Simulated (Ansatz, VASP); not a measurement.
# Two plane-wave programs on LiCl

POSCAR

```
LiCl
1.0
    0.0000000000      2.5647700000      2.5647700000
    2.5647700000      0.0000000000      2.5647700000
    2.5647700000      2.5647700000      0.0000000000
Li Cl
1 1
Direct
    0.0000000000      0.0000000000      0.0000000000
    0.5000000000      0.5000000000      0.5000000000
```

INCAR.step1

```
SYSTEM = LiCl
  PREC = Accurate
  ENCUT = 600
  ISMEAR = -1
  SIGMA = 0.02
  LREAL = .FALSE.
  LASPH = .TRUE.
  NELM = 100
  GGA = PE
  ALGO = Normal
  EDIFF = 1E-4
  LWAVE = .TRUE.
  LCHARG = .FALSE.
```

Contents of INCAR.step2:

```
SYSTEM = LiCl
  PREC = Accurate
  ENCUT = 600
  EDIFF = 1E-6
  ISMEAR = -1
  SIGMA = 0.02
  LREAL = .FALSE.
  LASPH = .TRUE.
  NELM = 100
  ALGO = Normal
  ISIF = 3
  LWAVE = .FALSE.
  LCHARG = .FALSE.
  METAGGA = R2SCAN
  LMIXTAU = .TRUE.
  IBRION = 2
  NSW = 80
  EDIFFG = -0.01
  ISTART = 1
```

Contents of KPOINTS:

```
regular mesh
0
G
  10 10 10
  0 0 0
```

Input for Ansatz:

```yaml
crystal:
  lattice:
    - [0.0, 2.56477, 2.56477]
    - [2.56477, 0.0, 2.56477]
    - [2.56477, 2.56477, 0.0]
  atoms:
    - { symbol: Li, position: [0.0, 0.0, 0.0] }
    - { symbol: Cl, position: [0.5, 0.5, 0.5] }
  symmetry: { tolerance: 0.0003 }
hamiltonian:
  xc: r2scan
  pseudopotentials: { kind: paw, azcp: { folder: soft_1 } }
basis:
  ecutwfc: 500
magnetization:
  spin_polarized: false
scf:
  occupations: { method: fermi_dirac, width: 0.02 }
kpoints:
  mp_grid: { grid: [10, 10, 10], shift: [0, 0, 0] }
output:
  forces: true
  stress: true
  eigenvalues: true
relax:
  max_steps: 60
  cell: {}
```

Alike in both runs: task relaxation of cell and atoms; functional r2SCAN; k mesh 10 × 10 × 10; occupations fermi-dirac, width 0.02 eV; no spin polarisation.

```csv
,VASP,Ansatz
version,VASP 6.6.1,Ansatz 0.2.0
potentials or method,"VASP PAW PBE potentials, release 64 (Li_sv, Cl)",PAW plane waves
plane-wave cutoff (eV),600,500
valence electrons in the cell,10,10
```

|  | VASP | Ansatz | Ansatz less VASP |
| --- | --- | --- | --- |
| gap on the k mesh at the Fermi level, each at its own relaxed structure (eV) | 7.48 | 7.29 | -0.185 |
| relaxed volume (Å³/atom) | 16.42 | 16.70 | +0.280 |
| relaxed cell length with the largest relative difference (Å) | 3.594 | 3.615 | +0.0203 |
| energy change over the relaxation (meV/atom) | -1 | 0 | +1.2 |

Caveats: the cutoff is under 1.25 times the usual one of these potentials, so pressure, stress and relaxed cells hold a basis-set (Pulay) error (VASP); the PAW data sets were made with another functional, which shifts forces and pressure a little (VASP). A k mesh can miss the band edges. r2SCAN opens gaps a little over a GGA but as a rule still falls short of measured ones.
